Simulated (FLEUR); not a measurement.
# CdS (Greenockite): equation of state with PBE

The system is CdS (Greenockite).

```
CELL_PARAMETERS angstrom
4.15000 0.00000 0.00000
-2.07500 3.59401 0.00000
0.00000 0.00000 6.73700
ATOMIC_POSITIONS crystal
Cd 0.66667 0.33333 0.50000
Cd 0.33333 0.66667 0.00000
S 0.66667 0.33333 0.87500
S 0.33333 0.66667 0.37500
```

```
Program                  : FLEUR MaX-R8.1 (later development tree)
Task                     : equation of state
Functional               : PBE
Potentials or basis      : all-electron
Basis                    : FLAPW
Kmax                     : 3.5 1/bohr
k mesh                   : 7 × 7 × 4
Occupations              : fermi-dirac, width 0.05 eV
Spin                     : no spin polarisation
inpgen profile           : veryFastHighL
Gmax                     : 17.5 1/bohr
Muffin-tin radii         : Cd 2.45, S 1.84 bohr
lmax                     : Cd 9, S 7
Local orbitals a species : Cd 5, S 4
```

* Equilibrium volume: 26.04 Å³/atom
* Bulk modulus at fixed shape and positions: 50 GPa

Energy against volume, from the lowest point:
```tsv
volume (Å³/atom)	energy (meV/atom)
23.614	45.59
24.116	27.14
25.121	5.39
26.126	0.00
26.628	1.87
```

Caveat: the plane-wave cutoff is short for the semicore states, which can make moduli rough; the cell was scaled at fixed shape and fractional positions, which overstates the stiffness of a crystal with free parameters, most of all of layers and chains.
